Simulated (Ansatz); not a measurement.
Space group Pm-3m (No. 221). a = 3.936 Å, b = 3.936 Å, c = 3.936 Å, α = 90.00°, β = 90.00°, γ = 90.00°
```json
{"atom": "Sr", "site": "1a", "symmetry": "m-3m", "x": "0.0000", "y": "0.0000", "z": "0.0000"}
{"atom": "Ti", "site": "1b", "symmetry": "m-3m", "x": "0.5000", "y": "0.5000", "z": "0.5000"}
{"atom": "O", "site": "3c", "symmetry": "4/mm.m", "x": "0.0000", "y": "0.5000", "z": "0.5000"}
```

Equation of state of this SrTiO3 structure (not necessarily the ground state), with shape and atoms relaxed at each volume where symmetry leaves them free. Theory: Ansatz, DFT PBE, scalar-relativistic, plane waves, PAW.

Plane waves to 420 eV, a k mesh through Γ of 8×8×8 on the computed 5-atom cell and Gaussian smearing (0.02 eV); no spin polarisation.

```
V (Å³/atom)  E − E(largest V) (meV/atom)  P (GPa)  gap on mesh (eV)
     10.736                        62.69    28.79              2.08
     11.102                         7.58    19.75              2.02
     11.468                       -28.56    12.07              1.96
     11.834                       -48.47     5.55              1.90
     12.200                       -54.64     0.00              1.84
     12.566                       -49.07    -4.72              1.78
     12.932                       -33.60    -8.74              1.73
     13.420                         0.00   -13.17              1.65
```

Task: Fit a third-order Birch–Murnaghan equation, E = E0 + (9V0B0/16)·[(x − 1)³B0' + (x − 1)²(6 − 4x)] with x = (V0/V)^(2/3), to E(V).

Result: V0 = 12.20 Å³/atom, B0 = 170 GPa, B0' = 4.4.

It was relaxed from a cell as deposited in COD.
